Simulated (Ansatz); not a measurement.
**A point defect in Cu**

Computed with DFT PBE, scalar-relativistic, plane waves, PAW in Ansatz 0.2.0. Settings: 420 eV cutoff, 4×4×4 k-mesh, Gaussian smearing of 0.10 eV, no spin polarisation.

Host crystal, relaxed:

```cif
data_structure
_symmetry_space_group_name_H-M 'P 1'
_symmetry_Int_Tables_number 1
_cell_length_a 2.5667
_cell_length_b 2.5667
_cell_length_c 2.5667
_cell_angle_alpha 60.000
_cell_angle_beta 60.000
_cell_angle_gamma 60.000
_cell_volume 11.96
loop_
_atom_site_label
_atom_site_type_symbol
_atom_site_fract_x
_atom_site_fract_y
_atom_site_fract_z
_atom_site_occupancy
Cu1 Cu 0.00000 0.00000 0.00000 1
```

Supercell of 27 atoms, rows in host cell vectors: 3 0 -3; 0 0 -3; 0 3 -3. Atoms relax at the host's cell from a start displaced at random by 0.06 Å near the defect, so other minima may exist. The cell is small, so energies carry finite-size errors of tenths of an eV. The host is a metal. Atoms are taken from and returned to the elements' standard states.

The defect is an interstitial at (0.500, 0.500, 0.500) of the host cell.

```json
{"charge": "0", "E_f at the valence band top (eV)": "4.36", "moment (μB)": "0.00", "largest move (Å)": "0.42", "atoms near the site": "1 Cu at 2.13 Å, 2 Cu at 2.15 Å, 2 Cu at 2.17 Å, 1 Cu at 2.19 Å"}
```

Problem. Which element is it? Judge by the nearest distance in charge 0 and covalent radii.
A. Ba
B. Ti
C. Y
D. Cu
E. Bi

Solution. D. The nearest neighbour is Cu at 2.13 Å, and the summed covalent radii with Cu are 3.47 Å for Ba, 2.80 Å for Bi, 2.64 Å for Cu, 2.92 Å for Ti, 3.22 Å for Y, so Cu fits best. Bonds can miss such sums by a tenth of an ångström or more.

Cost: 2 runs of about 54 core-minutes in all, on Intel Xeon Processor @ 2.70GHz (shared hosts).